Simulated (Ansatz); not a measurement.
The cell is COD entry 9008517, as deposited and not checked against the literature; nothing was relaxed.

An input for Ti: DFT, PBE, all-electron LAPW, scalar-relativistic (Ansatz 0.2.0).

Command: `ansatz run input.yaml --threads 1 --pin off --max-ram 3072MiB --backend cpu --events-out ev --progress --plain --runs-dir out` The run took 8.7 s on 1 thread of Intel(R) Xeon(R) 6975P-C (Granite Rapids) (shared host), peak memory 0.36 GiB.

```yaml
crystal:
  lattice:
    - [2.9499978604, 0.0, 0.0]
    - [-1.4749989302, 2.5547730882, 0.0]
    - [0.0, 0.0, 4.686]
  atoms:
    - { symbol: Ti, position: [0.3333333333, 0.6666666667, 0.25] }
    - { symbol: Ti, position: [0.6666666667, 0.3333333333, 0.75] }
kpoints:
  mp_grid: { grid: [13, 13, 7] }
  band_path:
    path:
      - [0.0, 0.0, 0.0]
      - [0.5, 0.0, 0.0]
      - [0.3333333333, 0.3333333333, 0.0]
      - [0.0, 0.0, 0.0]
      - [0.0, 0.0, 0.5]
      - [0.5, 0.0, 0.5]
      - [0.3333333333, 0.3333333333, 0.5]
      - [0.0, 0.0, 0.5]
      - [0.5, 0.0, 0.5]
    npoints: 14
scf:
  occupations: { method: fermi_dirac, width: 0.08 }
hamiltonian:
  xc: pbe
  pseudopotentials: { kind: all_electron, lapw: { basis_error: 0.0005 } }
output:
  forces: true
  stress: true
  eigenvalues: true
  populations: true
  dos: { projected: true, de: 0.2, e_range: [-14, 8] }
```

Set-up and iterations as logged by Ansatz (the results part is left out, to be predicted):

```
Ti: projections on atomic orbitals take those of the free atom 1s2 2s2 2p6 3s2 3p6 3d2 4s2, of charge +0.00 (hamiltonian.pseudopotentials.projection_atoms)
LAPW: plane waves up to 7.884 Å⁻¹, error target 5.0e-4 eV per atom; small_component_spin mean_spin; Ti in spheres of 1.448 Å, 12 of its electrons in bands, Dirac shells []
Engine: ansatz 0.2.0
Pseudopotentials: kind: all_electron
Pseudopotential: Ti, LAPW, valence charge 12, Koelling and Harmon's equation, gaussian nucleus
Functional definition: PBE
  parameter kappa = 0.804
  parameter beta = 0.06672455060314922
  exchange = pbe_x(kappa = kappa, mu = beta*pi^2/3)
  correlation = pbe_c(beta = beta)
Crystal: 2 atoms, lattice volume = 35.316 Å³
Basis set: ecut = 236.82685902639344 eV, 299 PW (Γ), exchange–correlation at level 2
Bands: 16, of which v1, the nominal top of the filled ones, is band 12 counted from 1 (11 counted from 0)
Symmetry: 24 space group operations
Space group: P63/mmc (ITA 194), of the structure as read, at distance tolerance 3.3e-5 Å
k-points: 84 of 1183
Non-local potential: Ti, projectors of the file, none
Initial density: superposition of atomic densities (chi_scale 0.1, normalization cell)
Initial wavefunctions: plane waves of lowest kinetic energy (no species holds an atomic orbital)
Functional: x = pbe(κ = 0.804, μ = 0.2195149727645171), c = pbe(β = 0.06672455060314922)
iter 1 solved again at ethr=7.12e-4 eV; its pass at ethr=1.00e-1 eV (dr2=1.71e-1 eV) is discarded
SCF iter   1: F=—  HF=-46467.051159 eV  |F-HF|=—  |Δ(HF+E_count)|=         —  Δρ=2.57e-2  dr2=1.72e-1  ethr=7.12e-4  ⟨swp⟩=2.6  Hψ=9554  notcnv=0
SCF iter   2: F=—  HF=-46466.706225 eV  |F-HF|=—  |Δ(HF+E_count)|=   3.45e-1  Δρ=9.05e-3  dr2=3.00e-2  ethr=7.12e-4  ⟨swp⟩=3.0  Hψ=4928  notcnv=0
SCF iter   3: F=—  HF=-46466.682483 eV  |F-HF|=—  |Δ(HF+E_count)|=   2.37e-2  Δρ=6.00e-3  dr2=1.13e-2  ethr=1.25e-4  ⟨swp⟩=2.5  Hψ=4535  notcnv=0
iter 4 solved again at ethr=5.15e-7 eV; its pass at ethr=4.71e-5 eV (dr2=1.24e-4 eV) is discarded
SCF iter   4: F=—  HF=-46466.681502 eV  |F-HF|=—  |Δ(HF+E_count)|=         —  Δρ=6.39e-4  dr2=1.23e-4  ethr=5.15e-7  ⟨swp⟩=2.0  Hψ=7142  notcnv=0
the basis was enlarged: its passes take 622.3 KiB over the memory plan, 1 of 1 planned eigensolver slots
SCF iter   5: F=—  HF=-46466.681511 eV  |F-HF|=—  |Δ(HF+E_count)|=   9.05e-6  Δρ=8.24e-5  dr2=1.93e-6  ethr=5.13e-7  ⟨swp⟩=2.0  Hψ=4331  notcnv=0
SCF iter   6: F=-46466.681510 eV  HF=-46466.681510 eV  |F-HF|=2.44e-9  |Δ(HF+E_count)|=   1.36e-6  Δρ=5.19e-6  dr2=7.50e-9  ethr=8.05e-9  ⟨swp⟩=2.9  Hψ=4479  notcnv=0
```

Problem. What pressure will this run report?

Solution. -1.58 GPa (positive in compression).

Problem. Is there a band gap?

Solution. none: bands cross the Fermi level, a metal.
